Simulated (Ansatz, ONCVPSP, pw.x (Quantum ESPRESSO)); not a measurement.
**Si: does the ONCV potential hold in the solid?**

ONCVPSP 4.0.1 input, shortened (lines: element, Z, core and valence counts, functional; n l f; lmax; l rc ep ncon nbas qcut; lloc lpopt rc5 dvloc0; l nproj debl; icmod fcfact rcfact), LDA (Perdew-Wang 92), scalar-relativistic:

```
  Si 14.00    3    2  -001012      upf
    1    0    2.00
    2    0    2.00
    2    1    6.00
    3    0    2.00
    3    1    2.00
    2
    0    1.60    0.00    4    7    5.00
    1    2.20    0.00    3    8    3.70
    2    2.25    0.44    4    8    4.00
    4    5    1.40    0.00
    0    2    0.80
    1    1    0.40
    2    2    3.10
    0    0.00    0.00
```

Atomic tests: cutoffs needed: 8.4 Ha and 11 Ha (the cutoffs (Ha) at which the residual kinetic energy of the hardest occupied pseudo-wave falls to 1 and 0.1 mHa per electron) The cutoffs count occupied waves only; projector 2 of the d channel, the hardest unoccupied one, needs 55 Ha at the loose tolerance.; ghost test: no bound ghost flagged; GHOST(+) flagged for s at 86.5 eV; largest excitation error: +207 meV (all-electron minus pseudo) for 3s1 3p0, out of 4 test configurations.

Crystal test: fcc Si in pw.x 7.5, no spin, 15³ k-points, Fermi–Dirac smearing 0.01 Ry, cutoffs 35/140 Ry. The reference is all-electron LAPW (Ansatz 0.2.0) with the same functional, mesh and smearing; V0 and B0 come from Birch–Murnaghan fits to the pressures at five volumes. Errors are pseudo minus all-electron; Δ is the rms difference of the E(V) curves that follow from these fits, minima aligned, over ±6 % about the mean V0. Mesh and smearing are coarse, so the numbers serve the comparison and aren't converged zero-temperature values; the lattice is a test structure that the element need not adopt.

```csv
V (Å³/atom),P all-electron (GPa),P pseudo (GPa)
13.158,5.68,4.49
13.504,2.89,1.84
13.850,0.45,-0.49
14.196,-1.71,-2.54
14.543,-3.61,-4.36
```

All-electron: a0 = 3.818 Å (V0 = 13.92 Å³/atom), B0 = 90.0 GPa.

Pseudopotential: mean pressure error (GPa): -0.95; a0 (Å): 3.805; a0 error (%): -0.35; B0 error (%): -0.6; Δ (meV/atom): 2.9.

Task: At the middle volume, how do free energy and pressure move when the wave cutoff is lowered (ecutrho kept at four times it)?

Result:

```json
{"cutoff (Ry)": "16", "shift of F (meV/atom)": "+61.4", "shift of P (GPa)": "-3.28"}
{"cutoff (Ry)": "21", "shift of F (meV/atom)": "+5.9", "shift of P (GPa)": "-0.34"}
{"cutoff (Ry)": "28", "shift of F (meV/atom)": "+0.7", "shift of P (GPa)": "+0.00"}
```

The run at the middle volume (120 k-points, 6 iterations) took about 7.9 s on one core of a shared host (Intel(R) Xeon(R) Processor @ 2.60GHz, 24 threads, 31 GiB, load 14).
